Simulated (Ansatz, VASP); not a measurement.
## Two plane-wave programs on Pt

File INCAR:

```
SYSTEM = Pt
PREC     = Accurate       ! precision mode
ENCUT    = 520            ! plane-wave cutoff, eV
EDIFF    = 1E-7           ! SCF threshold, eV
ISMEAR   = 1              ! smearing method
SIGMA    = 0.05           ! smearing width, eV
LREAL    = .FALSE.        ! projectors in reciprocal space
LASPH    = .TRUE.         ! aspherical terms in the spheres
NELM     = 80             ! most SCF steps
ALGO     = Normal         ! electronic algorithm
ISIF     = 2              ! what is computed and relaxed
LWAVE    = .FALSE.        ! write WAVECAR
LCHARG   = .FALSE.        ! write CHGCAR
GGA      = PS             ! functional
NBANDS   = 11             ! bands
```

Contents of KPOINTS:

```
Automatic mesh
0
G
  15 15 15
  0 0 0
```

Contents of POSCAR:

```
Pt
1.0
    0.0000000000      1.9609000000      1.9609000000
    1.9609000000      0.0000000000      1.9609000000
    1.9609000000      1.9609000000      0.0000000000
Pt
1
Direct
    0.0000000000      0.0000000000      0.0000000000
```

Input for Ansatz:

```yaml
crystal:
  lattice:
    - [0.0, 1.9609, 1.9609]
    - [1.9609, 0.0, 1.9609]
    - [1.9609, 1.9609, 0.0]
  atoms:
    - { symbol: Pt, position: [0.0, 0.0, 0.0] }
kpoints:
  mp_grid:
    grid: [15, 15, 15]
hamiltonian:
  xc: pbesol
scf:
  occupations:
    method: cold
    width: 0.05
output:
  stress: true
```

Alike in both runs: task single point; functional PBEsol; k mesh 15 × 15 × 15; no spin polarisation.

```csv
,VASP,Ansatz
version,VASP 6.6.1,Ansatz 0.2.0
potentials or method,"VASP PAW PBE potentials, release 64 (Pt)","plane waves, PAW"
plane-wave cutoff (eV),520,420
occupations,"methfessel-paxton of order 1, width 0.05 eV","cold, width 0.05 eV"
valence electrons in the cell,10,18
```

Ansatz gave:

| Quantity | Value |
| --- | --- |
| pressure (GPa) | -0.8 |

Question: Estimate VASP's values.

Answer: Pressure (GPa): -1.2.

The two sets of potentials don't hold the same shells in valence.

Caveats: the PAW data sets were made with another functional, which shifts forces and pressure a little (VASP). The runs have no spin-orbit coupling, so splittings on Pt are missing.
